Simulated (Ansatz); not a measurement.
Al3Cu2: how the energy converges with the cutoff

Al3Cu2, P-3m1, a = 4.092 Å, c = 4.993 Å. The structure is a Materials Project entry; whether it is the stable form wasn't checked. Ansatz: PBEsol, PAW, cutoff varied, Γ-centred 12×12×8 mesh on 5 atoms, Gaussian smearing 0.10 eV; no spin polarisation. Single points at one geometry, the cutoff alone changed; ΔE is the energy at zero smearing over the run at 850 eV (runs within 0.3 meV/atom of it are left out). The runs up to 380 eV lie under the cutoff recommended for these PAW datasets.

| cutoff (eV) | ΔE (meV/atom) |
| --- | --- |
| 150 | 35415.36 |
| 200 | 6382.26 |
| 250 | 1104.01 |
| 300 | 141.81 |
| 350 | 12.20 |
| 380 | 3.48 |
| 420 | 1.33 |
| 460 | 0.76 |
| 520 | ? |

**Question.** Assume ΔE falls exponentially with the cutoff, fit y = ln ΔE against x, the cutoff in eV, to the other rows, and predict the missing value.

**Answer.** y = 10.475, 8.761, 7.007, 4.954, 2.501, 1.247, 0.285, -0.274. Means x = 313.8, y = 4.3695; Σ(Δx)² = 82388, ΣΔxΔy = -3063; the slope is their ratio. y = 16.03 − 0.03718 x, a factor of ten per 62 eV. At 520 eV this gives ΔE = 0.04 meV/atom. The run gave 0.31, a ratio of 0.13. Between neighbouring rows the decay runs from a factor of ten per 47 eV to one per 165 eV, so one exponential is only a rough guide.